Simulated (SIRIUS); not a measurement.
TiAl:

```
CELL_PARAMETERS angstrom
2.86726 0.00000 0.00000
-1.43363 2.48312 0.00000
0.00000 0.00000 4.67808
ATOMIC_POSITIONS crystal
Ti 0.00000 0.00000 0.00000
Al 0.33333 0.66667 0.50000
```

The cell comes from a database or a generator and needn't be the stable form of this composition.

```yaml
Program: SIRIUS 7.12.0
Task: single point
Functional: PBE
Potentials_or_basis: all-electron FP-LAPW
Cutoff: 183 eV
Basis: apw+lo standard
k_mesh: 11 × 11 × 6
Occupations: fermi-dirac, width 0.05 eV
Spin: no spin polarisation
```

On this cell: largest force under 0.003 eV/Å; band gap on the k mesh none (metal or under the smearing width).

The same run follows on a disturbed copy (atoms moved at random):

```
Ti Al
1.0
     2.86726    0.00000    0.00000
    -1.43363    2.48312    0.00000
     0.00000    0.00000    4.67808
Ti Al
1 1
Cartesian
  -0.0349 0.0121 0.0529
  0.0481 1.6455 2.4154
```

What changes?

The energy (extrapolated to zero smearing) moves by +4.3 meV/atom; largest force 0.226 eV/Å; band gap on the k mesh none (metal or under the smearing width).

Forces on the atoms (eV/Å):
```
Ti   0.153 -0.027  0.164
Al  -0.153  0.027 -0.163
```
